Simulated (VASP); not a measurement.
# PbSe in VASP: notebook, part 2 of 2

VASP 6.6.1.

## (4) Single point, PBE

This run uses another cell than the first one, of 28.71 Å³/atom, 1.012 times its volume.

The input, INCAR:

```
SYSTEM = PbSe
ALGO = Normal ; EDIFF = 1E-6
ENCUT = 500 ; GGA = PE
GGA_COMPAT = .FALSE. ; ISIF = 2
ISMEAR = 0 ; LASPH = .TRUE.
LCHARG = .TRUE. ; LELF = .TRUE.
LREAL = .FALSE. ; LVHAR = .TRUE.
LWAVE = .FALSE. ; NBANDS = 17
NELM = 120 ; PREC = Accurate
SIGMA = 0.1
```

The input, KPOINTS:

```
k-points
0
G
  6 6 6
  0 0 0
```

The input, POSCAR:

```
PbSe
1.0
    0.0000000000     -3.0621500000     -3.0621500000
    3.0621500000      0.0000000000     -3.0621500000
    3.0621500000     -3.0621500000      0.0000000000
Pb Se
1 1
Direct
    0.0000000000      0.0000000000      0.0000000000
    0.5000000000      0.5000000000      0.5000000000
```

Potentials or basis: VASP PAW PBE potentials, release 64 (Pb_d, Se).

Run with:

```sh
cat potpaw_PBE.64/Pb_d/POTCAR potpaw_PBE.64/Se/POTCAR > POTCAR
mpirun -np 1 vasp_std > vasp.out
```

OUTCAR:

```text
SYSTEM = PbSe
   EDIFF = 1E-6
   ENCUT = 500
   GGA = PE
   ISIF = 2
   ISMEAR = 0
   LASPH = .TRUE.
   LREAL = .FALSE.
   NELM = 120
   PREC = Accurate

 ion  position               nearest neighbor table
   1  0.000  0.000  0.000-   2 3.06   2 3.06   2 3.06   2 3.06   2 3.06   2 3.06
   2  0.500  0.500  0.500-   1 3.06   1 3.06   1 3.06   1 3.06   1 3.06   1 3.06

  LATTYP: Found a face centered cubic cell.
 ALAT       =     6.1243000000

  Lattice vectors:

 A1 = (   0.0000000000,  -3.0621500000,  -3.0621500000)
 A2 = (   3.0621500000,   0.0000000000,  -3.0621500000)
 A3 = (   3.0621500000,  -3.0621500000,   0.0000000000)

Analysis of symmetry for initial positions (statically):
=====================================================================
 Subroutine PRICEL returns:
 Original cell was already a primitive cell.

 Routine SETGRP: Setting up the symmetry group for a
 face centered cubic supercell.

 Subroutine GETGRP returns: Found 48 space group operations
 (whereof 48 operations were pure point group operations)
 out of a pool of 48 trial point group operations.

The static configuration has the point symmetry O_h .

Analysis of symmetry for dynamics (positions and initial velocities):
=====================================================================
 Subroutine PRICEL returns:
 Original cell was already a primitive cell.

 Routine SETGRP: Setting up the symmetry group for a
 face centered cubic supercell.

 Subroutine GETGRP returns: Found 48 space group operations
 (whereof 48 operations were pure point group operations)
 out of a pool of 48 trial point group operations.

The dynamic configuration has the point symmetry O_h .

 Subroutine INISYM returns: Found 48 space group operations
 (whereof 48 operations are pure point group operations),
 and found     1 'primitive' translations

----------------------------------------------------------------------------------------

                                     Primitive cell

  volume of cell :      57.4261

  direct lattice vectors                    reciprocal lattice vectors
     0.000000000 -3.062150000 -3.062150000    -0.163283967 -0.163283967 -0.163283967
     3.062150000  0.000000000 -3.062150000     0.163283967  0.163283967 -0.163283967
     3.062150000 -3.062150000  0.000000000     0.163283967 -0.163283967  0.163283967

  length of vectors
     4.330534060  4.330534060  4.330534060     0.282816127  0.282816127  0.282816127

  position of ions in fractional coordinates (direct lattice)
     0.000000000  0.000000000  0.000000000
     0.500000000  0.500000000  0.500000000

  ion indices of the primitive-cell ions
   primitive index   ion index
                 1           1
                 2           2

----------------------------------------------------------------------------------------

 KPOINTS: k-points

Automatic generation of k-mesh.
 Grid dimensions read from file:
 generate k-points for:    6    6    6

 Generating k-lattice:

  Cartesian coordinates                     Fractional coordinates (reciprocal lattice)
    -0.027213995 -0.027213995 -0.027213995     0.166666667  0.000000000  0.000000000
     0.027213995  0.027213995 -0.027213995     0.000000000  0.166666667  0.000000000
     0.027213995 -0.027213995  0.027213995     0.000000000  0.000000000  0.166666667

  Length of vectors
     0.047136021  0.047136021  0.047136021

  Shift w.r.t. Gamma in fractional coordinates (k-lattice)
     0.000000000  0.000000000  0.000000000

 Subroutine IBZKPT returns following result:
 ===========================================

 Found     16 irreducible k-points:

 Following reciprocal coordinates:
            Coordinates               Weight
  0.000000  0.000000  0.000000      1.000000
  0.166667  0.000000  0.000000      8.000000
  0.333333  0.000000  0.000000      8.000000
  0.500000  0.000000  0.000000      4.000000
  0.166667  0.166667  0.000000      6.000000
  0.333333  0.166667  0.000000     24.000000
[... 8 lines left out ...]
 -0.333333  0.333333  0.166667     24.000000
 -0.333333  0.500000  0.166667     12.000000
   k-points           NKPTS =     16   k-points in BZ     NKDIM =     16   number of bands    NBANDS=     17
   number of dos      NEDOS =    301   number of ions     NIONS =      2
   total plane-waves  NPLWV =  32768
   dimension x,y,z NGX =    32 NGY =   32 NGZ =   32
   dimension x,y,z NGXF=    64 NGYF=   64 NGZF=   64
   ions per type =               1   1
   NGX,Y,Z   is equivalent  to a cutoff of  12.28, 12.28, 12.28 a.u.
   NGXF,Y,Z  is equivalent  to a cutoff of  24.57, 24.57, 24.57 a.u.
 SYSTEM =  PbSe
   PREC   = accura    normal or accurate (medium, high low for compatibility)
   ISTART =      0    job   : 0-new  1-cont  2-samecut
   ICHARG =      2    charge: 1-file 2-atom 10-const
   ISPIN  =      1    spin polarized calculation?
   LNONCOLLINEAR =      F non collinear calculations
   LSORBIT =      F    spin-orbit coupling
   LASPH  =      T    aspherical Exc in radial PAW
   ENCUT  =  500.0 eV  36.75 Ry    6.06 a.u.   7.90  7.90  7.90*2*pi/ulx,y,z
   NELM   =    120;   NELMIN=  2; NELMDL= -5     # of ELM steps
   EDIFF  = 0.1E-05   stopping-criterion for ELM
   LREAL  =      F    real-space projection
   EDIFFG = 0.1E-04   stopping-criterion for IOM
   NSW    =      0    number of steps for IOM
   IBRION =     -1    ionic relax: 0-MD 1-quasi-New 2-CG
   NFREE  =      0    steps in history (QN), initial steepest desc. (CG)
   ISIF   =      2    stress and relaxation
   ISYM   =      2    0-nonsym 1-usesym 2-fastsym
   POTIM  = 0.5000    time-step for ionic-motion
   TEBEG  =    0.0;   TEEND  =   0.0 temperature during run
   PSTRESS=    0.0 pullay stress
   NELECT =      20.0000    total number of electrons
   NUPDOWN=      -1.0000    fix difference up-down
   EMIN   =  10.00;   EMAX   =-10.00  energy-range for DOS
   EFERMI =   0.00;   METHOD = LEGACY
   ISMEAR =     0;   SIGMA  =   0.10  broadening in eV -4-tet -1-fermi 0-gaus
   EFERMI_NEDOS =   21; number of points for ismear=-14 and -15
   IALGO  =     38    algorithm
   IMIX   =      4    mixing-type and parameters
     AMIX     =   0.40;   BMIX     =  1.00
     AMIX_MAG =   1.60;   BMIX_MAG =  1.00
  volume/ion in A,a.u.               =      28.71       193.77
  Fermi-wavevector in a.u.,A,eV,Ry     =   1.151812  2.176610 18.050462  1.326672
  Thomas-Fermi vector in A             =   2.288467
   LORBIT       =      0    0 simple, 1 ext, 2 COOP (PROOUT), +10 PAW based schemes
   GGA     = PE    functional components
   LHFCALC =     F    Hartree Fock is set to
   AEXX    =    0.0000 exact exchange contribution
   IVDW    =     0    specifies the selected vdW correction
   LEPSILON=     F    determine dielectric tensor
   LRPA    =     F    only Hartree local field effects (RPA)
 non-spin polarized calculation
 Gauss-broadening in eV      SIGMA  =   0.10
  energy-cutoff  :      500.00
  volume of cell :       57.43
 maximum number of plane-waves:      1470
   NGX = 15   NGY = 15   NGZ = 15

 number of electron      20.0000000 magnetization

 Free energy of the ion-electron system (eV)
  ---------------------------------------------------
  ext. energy  EPLUGINS =         0.00000000
  ---------------------------------------------------
  free energy    TOTEN  =        -8.18256284 eV

  energy without entropy =       -8.18233433  energy(sigma->0) =       -8.18244858

 E-fermi :   5.1965     XC(G=0):  -9.5247

 val. band max:        5.0477590007   @ k =   0.5000   0.0000   0.0000
 cond. band min:       5.3452908489   @ k =   0.5000   0.0000   0.0000
 fundamental gap:      0.2975318483
 Fermi energy:         5.1965249260

 k-point     1 :       0.0000    0.0000    0.0000
  band No.  band energies     occupation
      1     -11.7833      2.00000
      2     -11.7833      2.00000
      3     -11.7833      2.00000
      4     -11.7794      2.00000
      5     -11.7794      2.00000
      6      -8.5341      2.00000
[... 9 lines left out ...]
     16      11.5688      0.00000
     17      13.2266      0.00000
[... 281 lines left out ...]
 k-point    16 :      -0.3333    0.5000    0.1667
  band No.  band energies     occupation
      1     -11.8805      2.00000
      2     -11.7864      2.00000
      3     -11.7736      2.00000
      4     -11.7552      2.00000
      5     -11.7389      2.00000
      6      -7.0828      2.00000
[... 9 lines left out ...]
     16      16.7105      0.00000
     17      17.6986      0.00000

------------------------ aborting loop because EDIFF is reached ----------------------------------------

  FORCE on cell =-STRESS in cart. coord.  units (eV):
  Direction    XX          YY          ZZ          XY          YZ          ZX
  --------------------------------------------------------------------------------------
  -------------------------------------------------------------------------------------
  Total        0.8161439      0.8161439      0.8161439     -0.0000000      0.0000000     -0.0000000
  in kB       22.7702585     22.7702585     22.7702585     -0.0000000      0.0000000     -0.0000000
  external PRESSURE =      22.7702585 kB  Pullay stress =       0.0000000 kB

 VOLUME and BASIS-vectors are now :
 -----------------------------------------------------------------------------
  energy-cutoff  :      500.00
  volume of cell :       57.43
      direct lattice vectors                 reciprocal lattice vectors
     0.000000000 -3.062150000 -3.062150000    -0.163283967 -0.163283967 -0.163283967
     3.062150000  0.000000000 -3.062150000     0.163283967  0.163283967 -0.163283967
     3.062150000 -3.062150000  0.000000000     0.163283967 -0.163283967  0.163283967

 POSITION                                       TOTAL-FORCE (eV/Angst)
 -----------------------------------------------------------------------------------
      0.00000      0.00000      0.00000        -0.000000      0.000000      0.000000
      3.06215     -3.06215     -3.06215         0.000000     -0.000000     -0.000000
 -----------------------------------------------------------------------------------
    total drift:                                0.000000      0.000000      0.000000

  FREE ENERGIE OF THE ION-ELECTRON SYSTEM (eV)
  ---------------------------------------------------
  free  energy   TOTEN  =        -8.1825628397 eV

  energy  without entropy=       -8.1823343265  energy(sigma->0) =       -8.18244858
```

Run time: 6.2 s. Hardware: 1 thread of Intel Xeon 6975P-C (Granite Rapids), shared host; peak memory 0.17 GiB.

What came out:

* Free energy: -8.1826 eV
* Pressure: 2.3 GPa
* Band gap on the k mesh: 0.30 eV, direct

Levels at points of the mesh, in eV from the valence-band top:
| k point | band 6 | band 7 | band 8 | band 9 | band 10 | band 11 | band 12 | band 13 | band 14 | band 15 |
| --- | --- | --- | --- | --- | --- | --- | --- | --- | --- | --- |
| (0.00, 0.00, 0.00) | -13.58 | -6.30 | -1.87 | -1.87 | -1.87 | 4.71 | 4.71 | 4.71 | 6.52 | 6.52 |
| (0.50, 0.00, 0.00) | -12.52 | -8.79 | -1.46 | -1.46 | 0.00 | 0.30 | 1.70 | 1.70 | 8.55 | 10.16 |
| (0.50, 0.50, 0.00) | -12.15 | -7.38 | -4.97 | -3.22 | -3.22 | 3.70 | 5.61 | 5.61 | 6.04 | 11.29 |

Caveat: spin-orbit coupling is left out, which moves the levels of the heavy elements.

## (5) Summary

| cell | k mesh | cutoff (eV) | smearing | gap on the mesh (eV) | pressure (GPa) |
| --- | --- | --- | --- | --- | --- |
| a = 4.335, b = 4.335, c = 4.270 Å, angles 60.5, 60.5, 59.0°, 2 atoms | 10 × 10 × 10 | 520 | gaussian 0.05 eV | 0.23 | 3.2 |
| a = 4.450, b = 4.450, c = 4.407 Å, angles 60.3, 60.3, 59.7°, 2 atoms | 10 × 10 × 10 | 520 | gaussian 0.05 eV | 0.61 | -1.1 |
| a = 4.331 Å, angles 60.0°, 2 atoms | 6 × 6 × 6 | 500 | gaussian 0.1 eV | 0.30 | 2.3 |

Alike in all rows: task single point; level PBE; potentials or basis VASP PAW PBE potentials, release 64 (Pb_d, Se); no spin polarisation.

Caveats: spin-orbit coupling is left out, which moves the levels of the heavy elements.

Total energies depend on the potentials used, so only differences within one code and one set of settings carry meaning.

## (6) Comparison with measurements

Step 4. Measured gap of PbSe: 0.15 eV (direct; 4.2 K; a printed reference work, monograph). This calculation gives 0.30 eV (+0.15 eV). 2 values of this kind are on record (0.15 to 0.28 eV); this one was drawn at random. Spin-orbit coupling on Pb, Se is left out. The value is that of PBE on a finite k mesh, which can miss the band edges, without temperature or zero-point motion.
